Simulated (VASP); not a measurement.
## GaN in VASP 6.6.1, single-point calculation

INCAR

```
LWAVE = .FALSE.
IMIX = 1
EDIFF = 1E-7
NBANDS = 16
ISIF = 2
AMIX = 2
PREC = Accurate
LCHARG = .FALSE.
ISMEAR = -1
GGA = PE
ENCUT = 520
NELM = 87
IBRION = -1
LASPH = .TRUE.
BMIX = 0.0001
SIGMA = 0.02
NSW = 0
LREAL = .FALSE.
```

KPOINTS

```
KPOINTS created by Atomic Simulation Environment
0
Gamma
10 10 10
0 0 0
```

POSCAR

```
Ga N
 1.0000000000000000
     0.0000000000000000    2.2489525411000000    2.2939315918999998
     2.2489525411000000    0.0000000000000000    2.2939315918999998
     2.2489525411000000    2.2489525411000000    0.0000000000000000
 Ga  N
   1   1
Cartesian
  0.0000000000000000  0.0000000000000000  0.0000000000000000
  1.1244762705500000  1.1244762705500000  1.1469657959500001
```

The recommended PBE PAW datasets give the neutral cell 18 valence electrons.

Command

```
mpirun -np 1 vasp_std
```

Task: Predict the outcome of this run.

Result: VASP stopped with an error.

OSZICAR

```
N       E                     dE             d eps       ncg     rms          rms(c)
DAV:   1     0.837499955955E+02    0.83750E+02   -0.93055E+03  3632   0.202E+03
DAV:   2    -0.799771703891E+01   -0.91748E+02   -0.84960E+02  3664   0.335E+02
DAV:   3    -0.140558595588E+02   -0.60581E+01   -0.60322E+01  3840   0.714E+01
DAV:   4    -0.141263477231E+02   -0.70488E-01   -0.70474E-01  4160   0.831E+00
DAV:   5    -0.141272468052E+02   -0.89908E-03   -0.89907E-03  3920   0.850E-01    0.767E+00
DAV:   6    -0.532556138043E+02   -0.39128E+02   -0.16978E+02  4848   0.228E+02    0.328E+01
DAV:   7    -0.615773984558E+03   -0.56252E+03   -0.30695E+03  5904   0.378E+02    0.257E+02
DAV:   8    -0.840772542367E+04   -0.77920E+04   -0.66048E+04  4272   0.530E+03    0.517E+02
DAV:   9    -0.217288827795E+05   -0.13321E+05   -0.11526E+05  5312   0.203E+03    0.812E+02
DAV:  10    -0.447176565025E+05   -0.22989E+05   -0.21641E+05  5776   0.261E+03    0.110E+03
```

Standard output (part)

```
POSCAR found type information on POSCAR GaN
 POSCAR found :  2 types and       2 ions
 LDA part: xc-table for (Slater+PW92), standard interpolation
 POSCAR, INCAR and KPOINTS ok, starting setup
 WAVECAR not read
 entering main loop
|     EEEEEEE  RRRRRR   RRRRRR   OOOOOOO  RRRRRR      ###     ###     ###     |
|     E        R     R  R     R  O     O  R     R     ###     ###     ###     |
|     E        R     R  R     R  O     O  R     R     ###     ###     ###     |
|     EEEEE    RRRRRR   RRRRRR   O     O  RRRRRR       #       #       #      |
|     E        R    R   R    R   O     O  R    R      ###     ###     ###     |
|     EEEEEEE  R     R  R     R  OOOOOOO  R     R     ###     ###     ###     |
|     ERROR FEXCP: supplied Exchange-correletion table                        |
|      is too small, maximal index : 4012                                     |
|       ---->  I REFUSE TO CONTINUE WITH THIS SICK JOB ... BYE!!! <----       |
```

The fault: mixing far too strong.
